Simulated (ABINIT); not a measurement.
Input of an ABINIT 10.8.3 (patched build) run:

Contents of run.abi:

```
ndtset 7
getwfk -1
scalecart1 3*0.9795861087
scalecart2 3*0.9864848297
scalecart3 3*0.9932883884
scalecart4 3*1.0000000000
scalecart5 3*1.0066227096
scalecart6 3*1.0131594038
scalecart7 3*1.0196128224

pp_dirpath "./"
pseudos "Si.GGA_PBE-JTH.xml"

acell 3*1.0 Angstrom
rprim
     0.0000000000     2.7218511865     2.7218511865
     2.7218511865     0.0000000000     2.7218511865
     2.7218511865     2.7218511865     0.0000000000
ntypat 1
znucl 14
natom 2
typat 1 1
xred
     0.5000000000     0.5000000000     0.5000000000
     0.7500000000     0.7500000000     0.7500000000

ecut 15.0
pawecutdg 30.0

kptopt 1
ngkpt 8 8 8
nshiftk 1
shiftk 0.0 0.0 0.0

ixc 27

nband 8
occopt 3
tsmear 0.00183747

nstep 100
tolvrs 1.0e-9

iomode 3
prtwf 1
prtden 0
prteig 0
prtebands 0
```

Potentials or basis: JTH PAW PBE v2.0.

Launch:

```sh
$ abinit run.abi > log 2>&1
```

(1) What does it give for the bulk modulus?

(2) Estimate the equilibrium volume.

## Answers

(1) 89 GPa.

(2) 20.31 Å³/atom.

Caveat: pressures at fixed basis lie under the slope of the energies; the PAW data sets were made with another functional, which shifts forces and pressure a little.
